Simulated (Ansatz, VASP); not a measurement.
**Two plane-wave programs on BN**

The input INCAR:

```
SYSTEM = BN
PREC     = Accurate       ! precision mode
ENCUT    = 520            ! plane-wave cutoff, eV
EDIFF    = 1E-7           ! SCF threshold, eV
ISMEAR   = 0              ! smearing method
SIGMA    = 0.01           ! smearing width, eV
LREAL    = .FALSE.        ! projectors in reciprocal space
LASPH    = .TRUE.         ! aspherical terms in the spheres
NELM     = 60             ! most SCF steps
ALGO     = Normal         ! electronic algorithm
ISIF     = 2              ! what is computed and relaxed
LWAVE    = .FALSE.        ! write WAVECAR
LCHARG   = .FALSE.        ! write CHGCAR
GGA      = PS             ! functional
NBANDS   = 16             ! bands
```

Contents of KPOINTS:

```
regular mesh
0
G
  8 8 3
  0 0 0
```

The input POSCAR:

```
BN
1.0
    2.4982400000      0.0000000000      0.0000000000
   -1.2491200000      2.1635390000      0.0000000000
    0.0000000000      0.0000000000      6.6357000000
B N
2 2
Direct
    0.3333333333      0.6666666667      0.2500000000
    0.6666666667      0.3333333333      0.7500000000
    0.3333333333      0.6666666667      0.7500000000
    0.6666666667      0.3333333333      0.2500000000
```

Input for Ansatz:

```yaml
crystal:
  lattice:
    - [2.49824, 0.0, 0.0]
    - [-1.24912, 2.163539, 0.0]
    - [0.0, 0.0, 6.6357]
  atoms:
    - { symbol: B, position: [0.3333333333333333, 0.6666666666666666, 0.25] }
    - { symbol: B, position: [0.6666666666666666, 0.3333333333333333, 0.75] }
    - { symbol: "N", position: [0.3333333333333333, 0.6666666666666666, 0.75] }
    - { symbol: "N", position: [0.6666666666666666, 0.3333333333333333, 0.25] }
basis:
  ecutwfc: 517.016338673772
kpoints:
  mp_grid:
    grid: [8, 8, 3]
hamiltonian:
  xc: pbesol
scf:
  convergence:
    dr2_threshold: 1.0e-07
  occupations:
    method: fixed
output:
  forces: true
  stress: true
```

Alike in both runs: task single point; functional PBEsol; k mesh 8 × 8 × 3; no spin polarisation.

|  | VASP | Ansatz |
| --- | --- | --- |
| version | VASP 6.6.1 | Ansatz 0.2.0 |
| potentials or method | VASP PAW PBE potentials, release 64 (B, N) | plane waves, PAW |
| plane-wave cutoff (eV) | 520 | 517 |
| occupations | gaussian, width 0.01 eV | fixed |
| valence electrons in the cell | 16 | 16 |

Ansatz gave:

- pressure (GPa): 2.2
- largest component of the traceless stress (GPa): 1.23

Problem. What did VASP give for the same quantities?

Solution. Pressure (GPa): 2.5; largest component of the traceless stress (GPa): 1.66.

Ansatz warned: «stress_scf_threshold_loose».

Caveats: the PAW data sets were made with another functional, which shifts forces and pressure a little (VASP); an odd mesh through Γ misses points on the zone boundary, where band edges often lie; this functional lacks dispersion, which binds the layers, so the pressure and a relaxed spacing across them are unreliable. Expect the measured gap to be larger: semilocal functionals such as PBEsol lack the derivative discontinuity.
